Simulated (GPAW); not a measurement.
## Sn in GPAW: the effect of strain tetragonal

Sn:

```
Sn
1.0
    -1.94802    1.94802    1.80204
     1.94802   -1.94802    1.80204
     1.94802    1.94802   -1.80204
Sn
1
Direct
  0.00000 0.00000 0.00000
```

This isn't the form of Sn at room conditions, which is tetragonal (white tin).

Alike in all runs:

| Item | Value |
| --- | --- |
| Program | GPAW 26.7.0 |
| Task | single point |
| Functional | PBEsol |
| Potentials or basis | PAW data sets generated in the run's folder for this functional |
| Cutoff | 600 eV |
| Basis | pw |
| k mesh | 10 × 10 × 10 |
| Occupations | fermi-dirac, width 0.05 eV |
| Spin | no spin polarisation |
| Maxiter | 150 |

```csv
strain tetragonal,pressure (GPa)
-0.04,-2.5
-0.02,-2.4
-0.01,-2.3
0,-2.2
0.01,-1.8
0.02,-1.5
0.04,?
```

Problem. What does the run with strain tetragonal 0.04 give?

Solution. Pressure -0.8 GPa.

Worked out: A parabola through the other rows of the pressure, of slope 52.1 GPa per unit of strain tetragonal there, extrapolates to -0.6 GPa, against the run's -0.8.

Caveats: the density grid can change from cell to cell, which puts small steps into energies and stress.
